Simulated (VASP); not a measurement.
Output of a VASP run:

### OSZICAR
```
       N       E                     dE             d eps       ncg     rms          rms(c)
DAV:   1     0.105774404707E+03    0.10577E+03   -0.76113E+03   240   0.145E+03
DAV:   2     0.307831750301E+01   -0.10270E+03   -0.96448E+02   376   0.184E+02
DAV:   3    -0.546572373614E+01   -0.85440E+01   -0.85256E+01   312   0.590E+01
DAV:   4    -0.559415702517E+01   -0.12843E+00   -0.12841E+00   268   0.887E+00
DAV:   5    -0.559587144573E+01   -0.17144E-02   -0.17144E-02   316   0.108E+00    0.156E+00
DAV:   6    -0.546605061058E+01    0.12982E+00   -0.17446E-01   272   0.193E+00    0.119E+00
DAV:   7    -0.543829277634E+01    0.27758E-01   -0.14782E-01   276   0.184E+00    0.606E-01
DAV:   8    -0.544199865473E+01   -0.37059E-02   -0.10641E-02   272   0.677E-01    0.722E-02
DAV:   9    -0.544241884834E+01   -0.42019E-03   -0.12075E-03   276   0.223E-01    0.789E-02
DAV:  10    -0.544250383107E+01   -0.84983E-04   -0.11936E-04   268   0.836E-02    0.136E-02
DAV:  11    -0.544250070545E+01    0.31256E-05   -0.32664E-05   292   0.285E-02    0.540E-03
DAV:  12    -0.544250154322E+01   -0.83777E-06   -0.38719E-06   272   0.148E-02
   1 F= -.54425015E+01 E0= -.54425015E+01  d E =-.742854E-11
```

### OUTCAR
```
------------------------ aborting loop because EDIFF is reached ----------------------------------------
  FORCE on cell =-STRESS in cart. coord.  units (eV):
  Direction    XX          YY          ZZ          XY          YZ          ZX
  --------------------------------------------------------------------------------------
  Total        0.0423739      0.0423739      0.0423739      0.0000000      0.0000000     -0.0000000
  in kB        0.6702850      0.6702850      0.6702850      0.0000000      0.0000000     -0.0000000
  external PRESSURE =       0.6702850 kB  Pullay stress =       0.0000000 kB
  volume of cell :      101.29
      direct lattice vectors                 reciprocal lattice vectors
     4.661400000  0.000000000  0.000000000     0.214527824  0.000000000  0.000000000
     0.000000000  4.661400000  0.000000000     0.000000000  0.214527824  0.000000000
     0.000000000  0.000000000  4.661400000     0.000000000  0.000000000  0.214527824
 POSITION                                       TOTAL-FORCE (eV/Angst)
 -----------------------------------------------------------------------------------
      0.00000      0.00000      0.00000         0.000000      0.000000      0.000000
      2.33070      2.33070      2.33070         0.000000      0.000000      0.000000
 -----------------------------------------------------------------------------------
    total drift:                               -0.000000     -0.000000     -0.000000
  FREE ENERGIE OF THE ION-ELECTRON SYSTEM (eV)
  ---------------------------------------------------
  free  energy   TOTEN  =        -5.4425015432 eV

  energy  without entropy=       -5.4425015432  energy(sigma->0) =       -5.44250154
```
(Selected blocks of OUTCAR.)

POSCAR:
```
CsI
1
    4.6614000000     0.0000000000     0.0000000000
    0.0000000000     4.6614000000     0.0000000000
    0.0000000000     0.0000000000     4.6614000000
Cs I
1 1
Direct
  0.0000000000   0.0000000000   0.0000000000
  0.5000000000   0.5000000000   0.5000000000
```

Task: Reconstruct the remaining input files.

Result: One answer among several that fit: the input of the run itself, PBE GGA, plane waves, VASP's PBE PAW potentials (set 64).

### INCAR
```
SYSTEM = CsI
PREC = Accurate
ENCUT = 750
EDIFF = 1E-6
NELM = 100
ALGO = Normal
LREAL = .FALSE.
LASPH = .TRUE.
ISMEAR = 0
SIGMA = 0.05
GGA = PE
LMAXMIX = 4
LWAVE = .FALSE.
LCHARG = .FALSE.
ISIF = 2
```

### KPOINTS
```
Automatic mesh
0
Gamma
5 5 5
0 0 0
```

POTCAR, in this order: Cs_sv I (PBE.64 set). Program: vasp_std.

The compound is CsI in the CsCl type structure. The cell was not relaxed at this level. The run is one of a series of settings (ENCUT = 750 against the base run), some of them coarse on purpose.
